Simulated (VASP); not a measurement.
# CrCuO₂: response to an epitaxial strain

CrCuO₂, R-3m (no. 166), 12 atoms in the cell. PBE, relaxations at fixed in-plane lattice; PAW potentials Cu, Cr_pv, O (PBE set).

## Input

INCAR.step1:
```
SYSTEM = CrCuO2
PREC     = Accurate       ! precision mode
ENCUT    = 550            ! plane-wave cutoff, eV
EDIFF    = 1E-7           ! SCF threshold, eV
ISMEAR   = 1              ! smearing method
SIGMA    = 0.1            ! smearing width, eV
LREAL    = .False.        ! projectors in reciprocal space
LASPH    = .True.         ! aspherical terms in the spheres
NELM     = 100            ! most SCF steps
ALGO     = Normal         ! electronic algorithm
LWAVE    = .False.        ! write WAVECAR
LCHARG   = .False.        ! write CHGCAR
ISPIN    = 2              ! spin polarisation
MAGMOM   = 0.6 0.6 0.6 3 3 3 0 0 0 0 0 0 ! initial moments
LMAXMIX  = 4              ! l up to which the mixer works
IBRION   = 2              ! ionic algorithm
NSW      = 40             ! ionic steps
ISIF     = 3              ! what is computed and relaxed
EDIFFG   = -0.01          ! ionic threshold
POTIM    = 0.5            ! step
KPAR     = 8             
```

INCAR.step2, as INCAR.step1 but for:
```
+ LATTICE_CONSTRAINTS = .FALSE. .FALSE. .TRUE.
```

KPOINTS:
```
k-points
0
Gamma
  11 11 2
```

POSCAR.step1:
```
CrCuO2
1.0
    2.9734000000      0.0000000000      0.0000000000
   -1.4867000000      2.5750399400      0.0000000000
    0.0000000000      0.0000000000     17.1000000000
Cu Cr O
3 3 6
Direct
    0.0000000000      0.0000000000      0.0000000000
    0.6666666700      0.3333333300      0.3333333300
    0.3333333300      0.6666666700      0.6666666700
    0.6666666700      0.3333333300      0.8333333300
    0.3333333300      0.6666666700      0.1666666700
    0.0000000000      0.0000000000      0.5000000000
    0.0000000000      0.0000000000      0.8920800000
    0.3333333300      0.6666666700      0.7745866700
    0.6666666700      0.3333333300      0.2254133300
    0.0000000000      0.0000000000      0.1079200000
    0.3333333300      0.6666666700      0.5587466700
    0.6666666700      0.3333333300      0.4412533300
```

POSCAR.step2:
```
CrCuO2
1.0
    3.0140767087      0.0000000000      0.0000000000
   -1.5070383543      2.6102670032      0.0000000000
    0.0000000000      0.0000000000     17.1545881178
Cu Cr O
3 3 6
Direct
    0.0000000000      0.0000000000      0.0000000000
    0.6666666700      0.3333333300      0.3333333300
    0.3333333300      0.6666666700      0.6666666700
    0.6666666700      0.3333333300      0.8333333300
    0.3333333300      0.6666666700      0.1666666700
    0.0000000000      0.0000000000      0.5000000000
    0.0000000000      0.0000000000      0.8915450433
    0.3333333300      0.6666666700      0.7751216267
    0.6666666700      0.3333333300      0.2248783733
    1.0000000000      1.0000000000      0.1084549567
    0.3333333300      0.6666666700      0.5582117133
    0.6666666700      0.3333333300      0.4417882867
```

POSCAR.step3:
```
CrCuO2
1.0
    2.9537951745      0.0000000000      0.0000000000
   -1.4768975872      2.5580616632      0.0000000000
    0.0000000000      0.0000000000     17.1545881178
Cu Cr O
3 3 6
Direct
    0.0000000000      0.0000000000      0.0000000000
    0.6666666700      0.3333333300      0.3333333300
    0.3333333300      0.6666666700      0.6666666700
    0.6666666700      0.3333333300      0.8333333300
    0.3333333300      0.6666666700      0.1666666700
    0.0000000000      0.0000000000      0.5000000000
    0.0000000000      0.0000000000      0.8915450433
    0.3333333300      0.6666666700      0.7751216267
    0.6666666700      0.3333333300      0.2248783733
    1.0000000000      1.0000000000      0.1084549567
    0.3333333300      0.6666666700      0.5582117133
    0.6666666700      0.3333333300      0.4417882867
```

POSCAR.step4:
```
CrCuO2
1.0
    2.9839359416      0.0000000000      0.0000000000
   -1.4919679708      2.5841643332      0.0000000000
    0.0000000000      0.0000000000     17.1545881178
Cu Cr O
3 3 6
Direct
    0.0000000000      0.0000000000      0.0000000000
    0.6666666700      0.3333333300      0.3333333300
    0.3333333300      0.6666666700      0.6666666700
    0.6666666700      0.3333333300      0.8333333300
    0.3333333300      0.6666666700      0.1666666700
    0.0000000000      0.0000000000      0.5000000000
    0.0000000000      0.0000000000      0.8915450433
    0.3333333300      0.6666666700      0.7751216267
    0.6666666700      0.3333333300      0.2248783733
    1.0000000000      1.0000000000      0.1084549567
    0.3333333300      0.6666666700      0.5582117133
    0.6666666700      0.3333333300      0.4417882867
```

POSCAR.step5:
```
CrCuO2
1.0
    3.0442174758      0.0000000000      0.0000000000
   -1.5221087379      2.6363696733      0.0000000000
    0.0000000000      0.0000000000     17.1545881178
Cu Cr O
3 3 6
Direct
    0.0000000000      0.0000000000      0.0000000000
    0.6666666700      0.3333333300      0.3333333300
    0.3333333300      0.6666666700      0.6666666700
    0.6666666700      0.3333333300      0.8333333300
    0.3333333300      0.6666666700      0.1666666700
    0.0000000000      0.0000000000      0.5000000000
    0.0000000000      0.0000000000      0.8915450433
    0.3333333300      0.6666666700      0.7751216267
    0.6666666700      0.3333333300      0.2248783733
    1.0000000000      1.0000000000      0.1084549567
    0.3333333300      0.6666666700      0.5582117133
    0.6666666700      0.3333333300      0.4417882867
```

POSCAR.step6:
```
CrCuO2
1.0
    3.0743582428      0.0000000000      0.0000000000
   -1.5371791214      2.6624723433      0.0000000000
    0.0000000000      0.0000000000     17.1545881178
Cu Cr O
3 3 6
Direct
    0.0000000000      0.0000000000      0.0000000000
    0.6666666700      0.3333333300      0.3333333300
    0.3333333300      0.6666666700      0.6666666700
    0.6666666700      0.3333333300      0.8333333300
    0.3333333300      0.6666666700      0.1666666700
    0.0000000000      0.0000000000      0.5000000000
    0.0000000000      0.0000000000      0.8915450433
    0.3333333300      0.6666666700      0.7751216267
    0.6666666700      0.3333333300      0.2248783733
    1.0000000000      1.0000000000      0.1084549567
    0.3333333300      0.6666666700      0.5582117133
    0.6666666700      0.3333333300      0.4417882867
```

Commands (each step's output is kept before the next begins):
```
cat potpaw_PBE.64/Cu/POTCAR potpaw_PBE.64/Cr_pv/POTCAR potpaw_PBE.64/O/POTCAR > POTCAR
cp INCAR.step1 INCAR
cp POSCAR.step1 POSCAR
mpirun -np 8 vasp_std > vasp.out
# POSCAR: the relaxed cell with a and b scaled by 1
cp INCAR.step2 INCAR
cp POSCAR.step2 POSCAR
mpirun -np 8 vasp_std > vasp.out
# POSCAR: the relaxed cell with a and b scaled by 0.98
cp POSCAR.step3 POSCAR
mpirun -np 8 vasp_std > vasp.out
# POSCAR: the relaxed cell with a and b scaled by 0.99
cp POSCAR.step4 POSCAR
mpirun -np 8 vasp_std > vasp.out
# POSCAR: the relaxed cell with a and b scaled by 1.01
cp POSCAR.step5 POSCAR
mpirun -np 8 vasp_std > vasp.out
# POSCAR: the relaxed cell with a and b scaled by 1.02
cp POSCAR.step6 POSCAR
mpirun -np 8 vasp_std > vasp.out
```

## Result

- d ln c / d ln a, c relaxed at each in-plane lattice: -0.55
- Biaxial modulus (GPa): 242

Cells held at set in-plane strains, c relaxed:

| In-plane strain (%) | c (Å) | In-plane stress (GPa, compression positive) | Energy (meV/atom) | Gap on the mesh (eV) |
|---|---|---|---|---|
| -2.0 | 17.3440 | 5.19 | 7.6 | 1.10 |
| -1.0 | 17.2507 | 2.53 | 2.0 | 1.11 |
| 0.0 | 17.1546 | -0.00 | 0.0 | 1.13 |
| 1.0 | 17.0591 | -2.33 | 1.4 | 1.12 |
| 2.0 | 16.9643 | -4.50 | 5.9 | 1.10 |

VASP 6.6.1 took 1974 s on 8 cores (Intel Xeon 6975P-C (Granite Rapids)), a shared host.
